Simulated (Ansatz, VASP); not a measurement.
# MgAu: VASP beside Ansatz, part 2 of 2

Wanted: the spread between two codes on one cell, functional and k mesh. The structure shown is the end of the VASP relaxation below.

VASP 6.6.1 and Ansatz 0.2.0.

So far: Starting point; VASP: relaxation, PBEsol.

## (3) Ansatz: single point, PBEsol

Level of this step: Ansatz beside VASP: Kohn-Sham DFT, plane waves, PBEsol (Ansatz).

Ansatz runs on its default PAW (the set named soft_2) files.

The same cell, functional, mesh and smearing now go to Ansatz, which takes its cutoff from its data sets.

input.yaml reads:

```yaml
crystal:
  lattice:
    - [3.259, 0.0, 0.0]
    - [0.0, 3.259, 0.0]
    - [0.0, 0.0, 26.4065]
  atoms:
    - { symbol: Mg, position: [0.5, 0.5, 0.28402098] }
    - { symbol: Mg, position: [0.5, 0.5, 0.40743756] }
    - { symbol: Mg, position: [0.5, 0.5, 0.53049149] }
    - { symbol: Mg, position: [0.5, 0.5, 0.65403454] }
    - { symbol: Au, position: [0.0, 0.0, 0.34572927] }
    - { symbol: Au, position: [0.0, 0.0, 0.46914585] }
    - { symbol: Au, position: [0.0, 0.0, 0.58920884] }
    - { symbol: Au, position: [0.0, 0.0, 0.70854692] }
hamiltonian:
  xc: pbesol
  pseudopotentials: { kind: paw }
kpoints:
  mp_grid: { grid: [8, 8, 1] }
scf:
  occupations: { method: methfessel_paxton, width: 0.1 }
  n_extra_bands: 6
efield:
  axis: 3
  dipole_correction: true
  ramp_width: 0.04
output:
  forces: true
  eigenvalues: true
  write_density: true
  write_potential: true
  elf: true
  volumetric_format: npy
```

Command:

```
> ansatz run input.yaml --threads 4 --pin off --max-ram 9216MiB --backend cpu --events-out ev --progress --plain --runs-dir out
```

Numbers of over 12 decimals in the logs are rounded to 6 here.

The log of the run:

```text
scf.n_extra_bands = 6 over 58 filled bands (N_el = 116.0): the run solves 64 bands
Engine: ansatz 0.2.0, aarch64-unknown-linux-gnu
Pseudopotentials: kind: paw
Pseudopotential: Mg, paw, valence charge 10, recommended cutoff 420 eV (normal), Mg.paw.azcp
Pseudopotential: Au, paw, valence charge 19, recommended cutoff 420 eV (normal), Au.paw.azcp
Functional definition: PBEsol
  exchange = pbesol_x
  correlation = pbesol_c
Crystal: 8 atoms, lattice volume = 280.466 Å³
Basis set: ecut = 420 eV, 5545 PW (Γ), exchange–correlation on 48×48×360 points (8 copies of the dense FFT grid, shifted against one another)
Bands: 64, of which v1, the nominal top of the filled ones, is band 58 counted from 1 (57 counted from 0)
Symmetry: 8 space group operations
Space group: P4mm (ITA 99), of the structure as read, at distance tolerance 6.5e-5 Å
k-points: 15 of 64
Non-local potential: Mg, projectors of the file, l = 0: 3, l = 1: 2, l = 2: 1
Non-local potential: Au, projectors of the file, l = 0: 3, l = 1: 2, l = 2: 2, l = 3: 1
PAW form: soft (Blöchl's): semilocal exchange-correlation on the pseudo side does not see the compensation charge
PAW frozen core: Mg, regenerated for the run's functional, and the local potential with it (the file was generated under x = pbe(κ = 0.804, μ = 0.219515), c = pbe(β = 0.066725))
PAW frozen core: Au, regenerated for the run's functional, and the local potential with it (the file was generated under x = pbe(κ = 0.804, μ = 0.219515), c = pbe(β = 0.066725))
PAW one-centre angular grid: Mg, 110 points (default); XC on 64 Gauss nodes
PAW one-centre angular grid: Au, 590 points (default); XC on 64 Gauss nodes
Initial density: superposition of atomic densities (neutral atoms: chi_scale 0, normalization atom), corrected by the library's trained network
Initial wavefunctions: pseudopotential atomic-orbital guess
Functional: x = pbesol(κ = 0.804, μ = 0.123457), c = pbesol(β = 0.046)
SCF iter   1: F=—  HF=-59679.612882 eV  |F-HF|=—  |Δ(HF+E_count)|=         —  Δρ=3.29e-3  dr2=6.30e-1  ethr=1.77e-3  p=-0.059 e·Å  D=-3.80e-2 V/Å  ΔV_dip=1.00 eV  dr2_dipole=4.02e-1  V_vac-E_F(+/−)=4.83/3.83 eV  ⟨swp⟩=8.2  Hψ=4131  notcnv=0
efield: sawtooth ramp at fractional position 0.9763 (placed from the atoms, in the widest stretch of the axis that holds none; the zero of the levels goes with the place), width 0.0400; the density the first Hamiltonian is built on has a dipole p = -0.059 e·Å; the dipole correction subtracts the counter field D = -3.80e-2 V/Å, which shifts the + side's vacuum level by +1.00 eV against the − side's; the planar-averaged density in the ramp window peaks in size at 4.3e-5 e/Å³
preconditioner: auto → LDOS  [metal: Δε(μ)=0.042 eV  Ē_g=6.678 eV  σ=0.100 eV  W_gap=0.34  n_scr=62 (ndim 8)  ℏωp=16.0 eV  f_vac=0.458  D(μ)=3.31/eV (n_scr^D=12)  β→1.0]
SCF iter   2: F=—  HF=-59679.583469 eV  |F-HF|=—  |Δ(HF+E_count)|=   2.94e-2  S|Δr|=    0.00e0  Δρ=2.41e-3  dr2=3.21e-2  ethr=5.43e-4  p=-0.080 e·Å  D=-5.16e-2 V/Å  ΔV_dip=1.36 eV  dr2_dipole=8.24e-3  V_vac-E_F(+/−)=4.85/3.48 eV  ⟨swp⟩=1.9  Hψ=1211  notcnv=0  defer=10
SCF iter   3: F=—  HF=-59679.581212 eV  |F-HF|=—  |Δ(HF+E_count)|=   2.26e-3  S|Δr|=    0.00e0  Δρ=2.18e-3  dr2=2.35e-2  ethr=2.76e-5  p=-0.078 e·Å  D=-5.05e-2 V/Å  ΔV_dip=1.33 eV  dr2_dipole=4.21e-3  V_vac-E_F(+/−)=4.80/3.47 eV  ⟨swp⟩=3.0  Hψ=1922  notcnv=0  defer=10
SCF iter   4: F=—  HF=-59679.576714 eV  |F-HF|=—  |Δ(HF+E_count)|=   4.50e-3  S|Δr|=    0.00e0  Δρ=3.74e-4  dr2=5.82e-4  ethr=2.03e-5  p=-0.081 e·Å  D=-5.23e-2 V/Å  ΔV_dip=1.38 eV  dr2_dipole=3.75e-5  V_vac-E_F(+/−)=4.82/3.44 eV  ⟨swp⟩=2.0  Hψ=1570  notcnv=0  defer=10
SCF iter   5: F=—  HF=-59679.576576 eV  |F-HF|=—  |Δ(HF+E_count)|=   1.37e-4  S|Δr|=    0.00e0  Δρ=7.26e-5  dr2=2.47e-5  ethr=5.02e-7  p=-0.081 e·Å  D=-5.21e-2 V/Å  ΔV_dip=1.38 eV  dr2_dipole=4.17e-7  V_vac-E_F(+/−)=4.82/3.44 eV  ⟨swp⟩=2.9  Hψ=1780  notcnv=0  defer=10
SCF iter   6: F=—  HF=-59679.576578 eV  |F-HF|=—  |Δ(HF+E_count)|=   1.58e-6  S|Δr|=    0.00e0  Δρ=2.60e-5  dr2=4.48e-6  ethr=2.13e-8  p=-0.080 e·Å  D=-5.18e-2 V/Å  ΔV_dip=1.37 eV  dr2_dipole=9.17e-8  V_vac-E_F(+/−)=4.82/3.45 eV  ⟨swp⟩=2.3  Hψ=1421  notcnv=0  defer=7
SCF iter   7: F=—  HF=-59679.576579 eV  |F-HF|=—  |Δ(HF+E_count)|=   8.09e-7  S|Δr|=    0.00e0  Δρ=1.90e-5  dr2=2.43e-6  ethr=3.86e-9  p=-0.080 e·Å  D=-5.16e-2 V/Å  ΔV_dip=1.36 eV  dr2_dipole=2.37e-7  V_vac-E_F(+/−)=4.81/3.45 eV  ⟨swp⟩=2.1  Hψ=1552  notcnv=0  defer=7
SCF iter   8: F=—  HF=-59679.576579 eV  |F-HF|=—  |Δ(HF+E_count)|=   1.53e-7  S|Δr|=    0.00e0  Δρ=5.79e-6  dr2=4.99e-7  ethr=2.09e-9  p=-0.080 e·Å  D=-5.15e-2 V/Å  ΔV_dip=1.36 eV  dr2_dipole=1.74e-8  V_vac-E_F(+/−)=4.81/3.45 eV  ⟨swp⟩=2.1  Hψ=1537  notcnv=0  defer=7
SCF iter   9: F=-59679.576579 eV  HF=-59679.576579 eV  |F-HF|=2.22e-8  |Δ(HF+E_count)|=   1.08e-7  S|Δr|=    0.00e0  Δρ=3.22e-6  dr2=7.89e-8  ethr=8.62e-11  p=-0.080 e·Å  D=-5.15e-2 V/Å  ΔV_dip=1.36 eV  dr2_dipole=2.26e-8  V_vac-E_F(+/−)=4.81/3.46 eV  ⟨swp⟩=14.7  Hψ=8160  notcnv=0
SCF 1 converged in 9 iterations: F = -59679.576579 eV  dr2 = 7.89e-8
  greatest PAW one-centre occupation: 1.001 electrons in one spin orbital (limit 2), on the Au atom at site 4 (counted from 0), in its partial waves of l = 0
WARN: The output density's exchange-correlation potential varies sharply where the density is thin. Do not read a vacuum level from v_tot or v_xc, or from such a field of the output density. On a cell that repeats whose density bears no net charge and no dipole along the vacuum's axis use v_es (v_loc + v_h of the components); under efield.dipole_correction with no amplitude use v_es + v_field, which holds any externa [...]
SCF converged after 9 iterations
Stability not checked: this state was not tested for a lower state beside it, because cold or Methfessel-Paxton smearing, or corrected tetrahedra, fill the levels in a way that the test cannot read (fill_not_monotonic; see scf.lower_state_search)
Free energy (F): -59679.576579 eV
Harris-Foulkes:  -59679.576579 eV  (|F-HF|=2.22e-8)
Internal energy: -59679.574571 eV  (E = F + TS)
E sigma→0 (E₀):  -59679.576077 eV
Entropy (-TS):   -0.002007 eV (-0.251 meV/atom)
Fermi energy:    4.956744 eV
Dipole field:    D = -0.051312 V/Å  (p = -0.079531 e·Å, saw-weighted, corrected)
Work function:   Φ+ = 4.8128 eV   Φ− = 3.4579 eV
Levels:          The Fermi level and band energies are counted from a zero that moves with the ramp; work functions are not
--- Per-component energies (eV) ---
  E_band       = -3494.717342
  E_kinetic    = 2725.966549
  E_local      = -148534.304402  (includes V_loc(G=0)·N_el)
  E_nonlocal   = 686.287190
  E_hartree    = 72217.893018
  E_xc         = -1023.908191
  E_vxc        = -1250.889378  (∫ρ·V_xc dr)
  E_paw        = -39384.933964  (= ΣΔE_a)
  E_vpaw       = -1559.449046  (= ΣTr[D̂ρ^β])
  E_aug_tail   = 0.005499  (compensation charges beyond the density's cutoff)
  E_efield     = 0.002040  (sawtooth field / dipole correction)
  E_vefield    = 1.807394  (∫n·V_field dr)
  E_ewald      = 53631.944325
  E_core_change = 1.473365  (= ΣΔE_core)
  E_smearing   = -0.002007  (= −TS)
  E_closure    = 0.000000  (closes the sum)
  Σ components = -59679.576579   (vs F -59679.576579, Δ=0.00e0)
--- Forces (eV/Å), atoms counted from 1 ---
  atom   1  Mg     0.00000000     0.00000000     0.43831771
  atom   2  Mg     0.00000000     0.00000000    -0.10057261
  atom   3  Mg    -0.00000000     0.00000000     0.00506807
  atom   4  Mg     0.00000000     0.00000000    -0.00953709
  atom   5  Au     0.00000000     0.00000000    -0.31997431
  atom   6  Au    -0.00000000     0.00000000    -0.03778718
  atom   7  Au     0.00000000     0.00000000     0.01350828
  atom   8  Au     0.00000000     0.00000000     0.01112529
  max |Σ_I F_I| component: 1.48e-4 eV/Å
--- Band table (eV; the first three rows and the last of 15) ---
  k-point 0: bands = [... 54 lower, 1.4986, 1.7588, 2.7405, 3.9207, 5.5093, 7.1902, 8.3844, 9.2572, ... 2 higher]
  k-point 1: bands = [... 54 lower, 1.5079, 1.6598, 2.8545, 4.1492, 5.7700, 7.4540, 8.6054, 8.8388, ... 2 higher]
  k-point 2: bands = [... 54 lower, 1.5461, 1.7295, 3.2315, 4.7547, 6.2274, 6.3794, 6.8401, 7.9180, ... 2 higher]
  k-point 14: bands = [... 54 lower, 4.4564, 4.8220, 4.8907, 4.8907, 5.4377, 6.0122, 6.0122, 6.6325, ... 2 higher]
```

It took 10 s on 4 threads of Arm Neoverse V1, shared host; peak memory 0.78 GiB; 39 s of CPU time.

The column dr2 measures how far the density is from self-consistency, as an energy; F and HF (Harris–Foulkes) agree once it is small.

## (4) Differences

Known differences besides the potentials themselves: the data sets hold 116 valence electrons in Ansatz (default PAW (the set named soft_2) files) and 52 in VASP; the cutoff is 420 eV in Ansatz and 300 eV in VASP (PREC = Normal); Ansatz makes its cores anew for this functional, VASP keeps those of its PBE data sets; VASP leaves aspherical gradient terms in its spheres out (LASPH is not set), Ansatz keeps them. Total energies have different zeros and are not compared.

Forces (eV/Å; atoms numbered as in POSCAR):

| atom | Ansatz x, y, z | VASP x, y, z |
| --- | --- | --- |
| Mg1 | 0.000, 0.000, 0.438 | 0.000, 0.000, 0.449 |
| Mg2 | 0.000, 0.000, -0.101 | 0.000, 0.000, -0.104 |
| Mg3 | 0.000, 0.000, 0.005 | 0.000, 0.000, 0.004 |
| Mg4 | 0.000, 0.000, -0.010 | 0.000, 0.000, -0.013 |
| Au5 | 0.000, 0.000, -0.320 | 0.000, 0.000, -0.321 |
| Au6 | 0.000, 0.000, -0.038 | 0.000, 0.000, -0.040 |
| Au7 | 0.000, 0.000, 0.014 | 0.000, 0.000, 0.020 |
| Au8 | 0.000, 0.000, 0.011 | 0.000, 0.000, 0.007 |

The forces differ by 2.8 meV/Å r.m.s., which is 2.5 % of the r.m.s. force of 0.11 eV/Å (both taken over all components, held atoms included).

## (5) Summary of results

| Item | Value |
| --- | --- |
| r.m.s. force difference (single point, PBEsol) | 2.8 meV/Å |

In words: The r.m.s. force difference is 2.8 meV/Å (single point, PBEsol), within the 12 meV/Å picked in this series as the mark of a large difference. How closely two codes agree says nothing of how well the functional describes the real material.

[Lines on the potential files, build, host, timing and source positions are cut from VASP's logs without a mark.]

[Logs are printed without paths, hosts, clocks, repeated set-up lines and the standing remarks that a program may print on its own settings, such as how far it seeks lower states.]

[Hosts, paths, dates, database ids (printed as entryN), source tags and the programs' standing remarks are cut or masked in the printed files.]
